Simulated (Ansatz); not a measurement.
The system is Cu.

```
Cu
1.0
     2.53076    0.00000    0.00000
    -1.26538    2.19171    0.00000
     0.00000    0.00000    8.26182
Cu
4
Cartesian
  1.2654 0.7306 6.1964
  0.0000 0.0000 4.1309
  0.0000 1.4611 2.0655
  0.0000 0.0000 0.0000
```

This isn't the form of Cu at room conditions, which is fcc.

Base run:

```yaml
Program: Ansatz 0.2.0
Functional: PBEsol
Potentials_or_basis: all-electron LAPW, scalar-relativistic
Cutoff: 279 eV (chosen from the basis error)
Basis_error_allowed: 0.002 eV/atom
k_mesh: 12 × 12 × 4
Occupations: fermi-dirac, width 0.05 eV
Spin: no spin polarisation
```

Its results: pressure -1.9 GPa.

The run is repeated on the same cell with these changes: functional from PBEsol to LDA. What comes out?

Pressure -8.3 GPa.

LDA binds more tightly than PBEsol, so the same cell stands under less pressure.
